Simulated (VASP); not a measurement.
All values below come from PBE GGA, VASP's PBE PAW potentials (set 64) (plane waves; VASP).

A VASP calculation is set up with these files.

KPOINTS:
```
Automatic mesh
0
Gamma
  5 5 5
0 0 0
```

### INCAR
```
ALGO = Normal
EDIFF = 1E-6
ENCUT = 400
GGA = PE
ISIF = 2
ISMEAR = -1
LASPH = .TRUE.
LCHARG = .FALSE.
LMAXMIX = 4
LREAL = .FALSE.
LWAVE = .FALSE.
NELM = 100
PREC = Accurate
SIGMA = 0.05
SYSTEM = ZrO2
```

### POSCAR
```
ZrO2
1
    0.0000000000     2.5450000000     2.5450000000
    2.5450000000     0.0000000000     2.5450000000
    2.5450000000     2.5450000000     0.0000000000
Zr O
1 2
Direct
  0.0000000000   0.0000000000   0.0000000000
  0.2500000000   0.2500000000   0.2500000000
  0.7500000000   0.7500000000   0.7500000000
```

POTCAR, in this order: Zr_sv O (PBE.64 set). Program: vasp_std.

The run wrote:

File OSZICAR:
```
       N       E                     dE             d eps       ncg     rms          rms(c)
DAV:   1     0.154144240710E+03    0.15414E+03   -0.12917E+04   320   0.127E+03
DAV:   2    -0.292378135219E+02   -0.18338E+03   -0.18013E+03   400   0.351E+02
DAV:   3    -0.346743880279E+02   -0.54366E+01   -0.54328E+01   440   0.612E+01
DAV:   4    -0.348517903848E+02   -0.17740E+00   -0.17738E+00   480   0.871E+00
DAV:   5    -0.348537348837E+02   -0.19445E-02   -0.19445E-02   384   0.903E-01    0.247E+01
DAV:   6    -0.286691267183E+02    0.61846E+01   -0.34993E+01   352   0.456E+01    0.988E+00
DAV:   7    -0.286245985097E+02    0.44528E-01   -0.12835E+00   432   0.910E+00    0.613E+00
DAV:   8    -0.285966946251E+02    0.27904E-01   -0.16550E-01   392   0.414E+00    0.451E-01
DAV:   9    -0.285972095538E+02   -0.51493E-03   -0.18440E-02   448   0.923E-01    0.321E-01
DAV:  10    -0.285982046851E+02   -0.99513E-03   -0.59089E-03   360   0.747E-01    0.157E-01
DAV:  11    -0.285982240992E+02   -0.19414E-04   -0.21284E-03   416   0.369E-01    0.151E-01
DAV:  12    -0.285981472253E+02    0.76874E-04   -0.42523E-04   352   0.162E-01    0.570E-03
DAV:  13    -0.285981493980E+02   -0.21727E-05   -0.20375E-05   416   0.309E-02    0.533E-03
DAV:  14    -0.285981495401E+02   -0.14209E-06   -0.23106E-06   296   0.104E-02
   1 F= -.28598150E+02 E0= -.28598150E+02  d E =-.215293E-11
```

OUTCAR:
```
------------------------ aborting loop because EDIFF is reached ----------------------------------------
  FORCE on cell =-STRESS in cart. coord.  units (eV):
  Direction    XX          YY          ZZ          XY          YZ          ZX
  --------------------------------------------------------------------------------------
  Total       -0.4107495     -0.4107495     -0.4107495      0.0000000      0.0000000      0.0000000
  in kB      -19.9615492    -19.9615492    -19.9615492      0.0000000      0.0000000      0.0000000
  external PRESSURE =     -19.9615492 kB  Pullay stress =       0.0000000 kB
  volume of cell :       32.97
      direct lattice vectors                 reciprocal lattice vectors
     0.000000000  2.545000000  2.545000000    -0.196463654  0.196463654  0.196463654
     2.545000000  0.000000000  2.545000000     0.196463654 -0.196463654  0.196463654
     2.545000000  2.545000000  0.000000000     0.196463654  0.196463654 -0.196463654
 POSITION                                       TOTAL-FORCE (eV/Angst)
 -----------------------------------------------------------------------------------
      0.00000      0.00000      0.00000        -0.000000      0.000000      0.000000
      1.27250      1.27250      1.27250         0.000000      0.000000      0.000000
      3.81750      3.81750      3.81750        -0.000000     -0.000000     -0.000000
 -----------------------------------------------------------------------------------
    total drift:                               -0.000000      0.000000      0.000000
  FREE ENERGIE OF THE ION-ELECTRON SYSTEM (eV)
  ---------------------------------------------------
  free  energy   TOTEN  =       -28.5981495401 eV

  energy  without entropy=      -28.5981495401  energy(sigma->0) =      -28.59814954
```
(Selected blocks of OUTCAR.)

At this cut-off the stress carries a Pulay error, which pulls relaxed volumes low.

The structure is a typed ZrO2 crystal (Fm-3m). The cell was not relaxed at this level. The k-mesh is coarse (spacing up to 0.43 per Å, 2π included), so the numbers may not be converged in it. The run is one of a series of settings (KPOINTS 5×5×5 Γ-centred mesh against the base run), some of them coarse on purpose.
